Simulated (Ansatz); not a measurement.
## Ta2N (P-3m1), zone-centre modes

These are results of Ansatz 0.2.0, DFT PBE, scalar-relativistic, plane waves, PAW, not measurements. Settings: plane waves to 420 eV, k-mesh 18×18×10 (Γ-centred), Gaussian smearing 0.15 eV. Spin–orbit coupling is left out, which can shift energies with elements as heavy as these. No spin polarisation.

Reference structure (relaxed at this level; it needn't be the usual structure):

```xyz
3
Lattice="3.1011 0.0000 0.0000 -1.5506 2.6857 0.0000 0.0000 0.0000 4.8819" Properties=species:S:1:pos:R:3 pbc="T T T"
Ta    1.5506    0.8952    3.6365
Ta    0.0000    1.7904    1.2453
N     0.0000    0.0000    0.0000
```

Harmonic modes by finite displacements of 0.02 Å, without the LO–TO term.

Task: At this geometry, is the structure stable against these modes?

Result: Yes: no mode is imaginary beyond 10 cm⁻¹, and only the three translations lie near zero.

Task: List the wavenumbers in cm⁻¹.

Result: 0, 0, 0, 98, 98, 191, 506, 506, 548.